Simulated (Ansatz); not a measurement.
Formation energy of PbTe (NiAs-type structure)

The computed numbers are results of PBE, scalar-relativistic (no spin polarisation) in the plane-wave PAW code Ansatz at 420 eV, Γ-centred 8×8×6 mesh, 0.05 eV Gaussian smearing; PAW files: Ansatz's generated set soft_2.

The start was a prototype's sites filled with these elements. The Crystallography Open Database lists the compound in space group Fm-3m (rock salt), so this is a trial structure.

It takes space group P6_3/mmc (No. 194, hexagonal). Conventional cell: a = 4.571 Å, b = 4.571 Å, c = 7.962 Å, α = 90.00°, β = 90.00°, γ = 120.00°. Around Pb (site symmetry -3m) lie 6 Te at 3.31 Å. Te (site symmetry -6m2) has 6 Pb at 3.31 Å as nearest neighbours. (Neighbours are counted to 15 % beyond the shortest distance.)

The elements were computed in their standard states with the same datasets, cutoff and functional. Total energies depend on the potentials used, so only differences within one code and one set of settings carry meaning.

Energy of the relaxed cell (4 atoms, smearing extrapolated to zero): -37774.234 eV. Elements, in eV/atom: Pb -11906.418, Te -6979.958.

Problem. What is the formation energy?

Solution. [-37774.234 − (2 × -11906.418 + 2 × -6979.958)] / 4 = -0.37 eV/atom, or -36 kJ per mole of atoms.

The value is for 0 K, without zero-point energy. A negative value shows stability against the elements alone, not against other compounds or structures.

No spin–orbit coupling, a notable omission for heavy elements.
